**Question**

The valence bands of germanium span about 13 eV, while the gap above them is only a few tenths of an eV. The table gives levels at several k points, from a semilocal density functional without spin-orbit coupling. Energies count from the top of the valence bands. "Level under 1" is the highest filled level at a point, "level under 4" the lowest valence level, and "level over 1" the lowest empty one.

Levels of germanium (diamond structure, two-atom cell) from ABACUS 3.10.1, using the TM functional, SG15 ONCV 1.2 PBE pseudopotentials and plane waves up to 1238 eV, without spin polarisation or spin-orbit coupling. The k mesh is 5×5×5, with Fermi-Dirac smearing of 0.05 eV. Energies are relative to the top of the valence bands.

| point a (reciprocal cell vector) | point b (reciprocal cell vector) | point c (reciprocal cell vector) | level under 4 (eV) | level under 3 (eV) | level under 2 (eV) | level under 1 (eV) | level over 1 (eV) | level over 2 (eV) |
| --- | --- | --- | --- | --- | --- | --- | --- | --- |
| 0.0000 | 0.0000 | 0.0000 | -12.705 | 0.000 | 0.000 | 0.000 | 0.288 | 2.579 |
| 0.2000 | 0.2000 | 0.2000 | -12.224 | -3.733 | -0.671 | -0.671 | 0.954 | 3.451 |
| 0.2000 | 0.2000 | 0.0000 | -12.056 | -3.697 | -1.606 | -1.606 | 1.296 | 2.994 |
| -0.4000 | 0.4000 | 0.4000 | -10.234 | -7.476 | -3.695 | -1.908 | 1.705 | 4.233 |
| 0.4000 | 0.2000 | 0.2000 | -11.455 | -5.419 | -3.141 | -0.998 | 2.127 | 4.031 |
| 0.4000 | 0.4000 | 0.0000 | -10.167 | -7.248 | -2.905 | -2.905 | 0.505 | 1.297 |
| -0.4000 | 0.4000 | 0.2000 | -9.796 | -7.621 | -4.073 | -3.105 | 3.310 | 3.613 |

(a) Estimate how the lowest valence level would rise away from the zone centre if the electrons were free. Explain any point that breaks the order.

(b) Explain the pattern of equal and unequal levels among the upper three filled ones.

(c) Follow the lowest empty level from the centre toward X. What does it imply for the absorption of light at the outermost of these points?

**Model answer**

The points must first be placed in space. In units of $2\pi/A$, with $A$ the edge of the cubic cell, a point $(a,b,c)$ of the table lies at $\mathbf k=(b+c-a,\;a+c-b,\;a+b-c)$. An entry of −0.4 may be replaced by 0.6, because a whole reciprocal vector changes nothing. In these units X is $(0,0,1)$ and L is $(\tfrac12,\tfrac12,\tfrac12)$, so the table's point (0.4, 0.4, 0) lies at $\mathbf k=(0,0,0.8)$, four fifths of the way to X.

**(a) The lowest level: mostly distance.** A free electron has the energy $\hbar^2k^2/2m$, where $\hbar^2/2m$ is 3.81 eV Å². Eight atoms of 22.64 Å³ fill the cube, so its edge is $(8\times22.64)^{1/3}\approx5.66$ Å. The energy at one unit of $k$ is then $3.81\,(2\pi/5.66)^2\approx4.7$ eV.

At $(0,0,0.8)$ the square of $k$ is 0.64, and the estimate is $0.64\times4.7\approx3.0$ eV. The table gives $-10.167+12.705\approx2.5$ eV, or 84% of the estimate. An electron at the bottom of the valence band therefore moves through the crystal much as if it were free, although the crystal is held together by directed bonds.

One point breaks the order. The table's (−0.4, 0.4, 0.4) lies at $\mathbf k=(0.2,0.6,0.6)$, farther out than $(0,0,0.8)$, yet its lowest level is slightly deeper. Here the rise is only 69% of the free value.

The cause is Bragg reflection. The lattice potential mixes a wave $\mathbf k$ with partners $\mathbf k-\mathbf G$, where $\mathbf G$ is a reciprocal lattice vector, and two mixed levels push each other apart. The effect is strongest when the two waves have nearly the same energy. For the irregular point, subtracting $\mathbf G=(1,1,1)$ gives $(-0.8,-0.4,-0.4)$, with a squared length of 0.96 against 0.76.

Free waves would thus lie only $0.20\times4.7\approx0.9$ eV apart. The two lowest valence levels in the table are 2.8 eV apart. The mixing has opened the spacing threefold, and the lower level has paid for it by sinking.

The point near X seems to invite the same fate, since $(0,0,0.8)$ has a partner at $(0,0,-1.2)$. But the two atoms of the diamond cell scatter this wave in antiphase, and their contributions cancel. The two lowest valence bands are therefore not driven apart by this reflection; by symmetry they meet at X. The table agrees: their spacing at $(0,0,0.8)$ is 2.9 eV, below the free value of 3.8 eV rather than above it. The shortfall is expected from (111) reflections of the partner wave, which push the second band down.

**(b) The top of the valence bands: direction.** At the centre the three upper filled levels coincide. In chemical terms they are the bonding combinations of the 4p orbitals along $x$, $y$ and $z$, which a cubic crystal can't tell apart. Away from the centre, the direction of $\mathbf k$ singles out one of them.

The lowest empty level at the centre, only 0.288 eV higher, is the antibonding combination of the 4s orbitals. Away from the centre it can mix with the p combination whose lobes lie along $\mathbf k$, and this filled level is pushed down. On the lines to L and X, symmetry forbids such mixing for the p combinations with lobes across $\mathbf k$. A turn about the line, by a third on the way to L and by a half on the way to X, leaves the s combination unchanged but alters every crosswise p combination.

This gives one deep level and an equal pair above it. On the line to L the antibonding p level is expected to add to the push on the single level. The pair sinks as well, more gently, in part by mixing with the crosswise antibonding p combinations. At the point toward L, $(0.2,0.2,0.2)$, the single level already lies 3.1 eV below the pair. The pair survives because a rotation about the line turns the crosswise directions into one another: a third of a turn on the line to L, a quarter turn combined with a shift on the line to X. At the three points off these lines no such rotation exists, and the pair splits by about 1 to 2 eV.

**(c) The lowest empty level: a valley away from the centre.** This level lies at 0.288 eV at the centre, at 1.296 eV at $(0,0,0.4)$ and at only 0.505 eV at $(0,0,0.8)$. Distance alone can't produce such a course. Theory explains it by two bands of different origin.

The first starts from the antibonding s level. It rises at first, because the repulsion that pushes the filled p level down pushes this one up. The second starts from the antibonding p level, 2.6 eV above the valence top at the centre. It is built largely from waves such as $\mathbf k-(1,1,1)$, which become shorter, and so lower in kinetic energy, as $\mathbf k$ moves toward X. The rising band and the falling one cross, and beyond the crossing the lowest empty level belongs to the second. This has probably happened before $(0,0,0.4)$: the filled p level lies 2.1 eV below the crosswise pair there, and an s level pushed up about as far would lie well above 1.296 eV.

These two empty bands also have to meet at X, for the same symmetry reason as the two lowest valence bands. The band from the s level comes down to this meeting from above, while the band from the p level has passed its lowest point and is rising again. The bottom of the valley is therefore expected inside the zone and not at X itself. At $(0,0,0.8)$ the two bands are already within 0.8 eV of each other.

A low empty level doesn't make a small gap for light. Light carries almost no momentum on this scale, so it lifts an electron straight up at fixed $\mathbf k$. At $(0,0,0.8)$ the highest filled level has sunk to −2.905 eV, and the vertical step is 3.4 eV. In this calculation an electron can rest in the valley at little cost in energy, but light alone doesn't put it there from the valence top.

**Remarks on the reasoning**

*The estimate.* The free-electron formula was applied to every point with no adjustable constant; the comparison stands in the output below. Away from the centre it always overestimates the rise, by the most where a (111) partner is close. The table's last point shows how to use this. It lies at $(0,0.4,0.8)$, its two closest (111)-type partners would be 2.8 eV higher for free waves, and its rise is 77% of the free value, between the irregular point and the others.

*What is read and what is argued.* The equal levels, the spacings and the broken order can be read from the table. The names "bonding p" and "antibonding s" come from the known symmetry of the diamond structure, as does the meeting of bands at X. An answer that simply calls the irregular point an error of the calculation earns no credit, because the spacing to its second valence level is about three times the free value, as expected if the two levels repel each other.

*The size of the gap.* A good answer doesn't call germanium a direct-gap material on the strength of the 0.288 eV at the centre. That is the smallest gap on this mesh, and L falls between mesh points. The table shows seven of the ten distinct points and leaves out the one nearest L. In real germanium the lowest valley is at L.

The gap at the centre is also too small: experiment gives roughly 0.9 eV, a round recalled value. Spin-orbit coupling would split the threefold top by some 0.3 eV and narrow the gap further, so its absence isn't the reason. Semilocal functionals tend to place this antibonding level too low. The use of a potential made for another functional may contribute, but that is untested here. The repulsion in part (b) is therefore probably somewhat exaggerated close to the centre. The pattern of pairs and single levels doesn't depend on this error, because symmetry fixes it, but spin-orbit coupling would split the pairs on the lines to L and X.

Printed output of the fit:

```
Lowest band against free electrons (eV; percent set to 0 at the centre):
   row        kx   ky   kz  k squared  computed rise  free rise  percent of free  free step to 111 partner
   0.0         0    0    0          0              0          0                0                      14.1
   0.2       0.2  0.2  0.2       0.12          0.481     0.5638            85.31                     8.458
   0.2         0    0  0.4       0.16          0.649     0.7518            86.33                     10.34
  -0.4       0.2  0.6  0.6       0.76          2.471      3.571             69.2                    0.9397
   0.4         0  0.4  0.4       0.32           1.25      1.504            83.14                     6.578
   0.4         0    0  0.8       0.64          2.538      3.007             84.4                     6.578
  -0.4  1.11e-16  0.4  0.8        0.8          2.909      3.759            77.39                     2.819
Spacings of the levels (eV):
   row  under 1 less under 2  under 2 less under 3  vertical gap  over 1 above its centre value  over 2 less over 1
   0.0                     0                     0         0.288                              0               2.291
   0.2                     0                 3.062         1.625                          0.666               2.497
   0.2                     0                 2.091         2.902                          1.008               1.698
  -0.4                 1.787                 3.781         3.613                          1.417               2.528
   0.4                 2.143                 2.278         3.125                          1.839               1.904
   0.4                     0                 4.343          3.41                          0.217               0.792
  -0.4                 0.968                 3.548         6.415                          3.022               0.303
free-electron energy at one unit of k, eV: 4.699
two lowest bands at (0.2 0.6 0.6), computed spacing, eV: 2.758
same point, free step to the allowed 111 partner, eV: 0.9397
two lowest bands at (0 0 0.8), computed spacing, eV: 2.919
same point, free step to the forbidden 002 partner, eV: 3.759
lowest band at (0.2 0.6 0.6) less that at (0 0 0.8), eV: -0.067
fall of the top pair, point toward X over point toward L, ratio: 2.393
k squared, point toward X over point toward L, ratio: 1.333
lowest empty level, (0 0 0.4) less (0 0 0.8), eV: 0.791
```
